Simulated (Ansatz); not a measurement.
## GaP under strain — electric field gradients

The cell is a COD entry, relaxed with PBE at fixed cell and then changed (z compressed by 1 %, ions relaxed).

```xyz
2
Lattice="0.0000 2.7252 2.6980 2.7252 0.0000 2.6980 2.7252 2.7252 0.0000" Properties=species:S:1:pos:R:3 pbc="T T T"
Ga    0.0000    0.0000    0.0000
P     1.3626    1.3626    1.3490
```

Atoms are numbered from 1 in the order listed; like atoms form one site, named after its first atom.

Level of theory: DFT, PBE, plane waves and PAW, scalar-relativistic, 420 eV cutoff, Γ-centred 14×14×14 k-points, Fermi–Dirac smearing 0.02 eV (Ansatz 0.2.0).

C_Q = eQV_zz/h, which is 24.18 MHz for Q = 1 b and V_zz = 10²¹ V/m²; η = (V_xx − V_yy)/V_zz.

Ga-69: I = 3/2, Q = 171.0 mb. Quadrupole moments are those of Pyykkö's year-2017 table.

```tsv
site	atoms (order as listed)	first shell	V_zz (10²¹ V/m²)	η	C_Q (MHz)
Ga	1	4 P at 2.35 Å	0.20	0.00	0.847
P	2	4 Ga at 2.35 Å	-0.13	0.00	–
```

An axis of threefold or higher order runs through Ga and P, so V_zz lies along it and η is zero.

P has no stable isotope with a ground-state quadrupole moment in the table, so no C_Q is given.
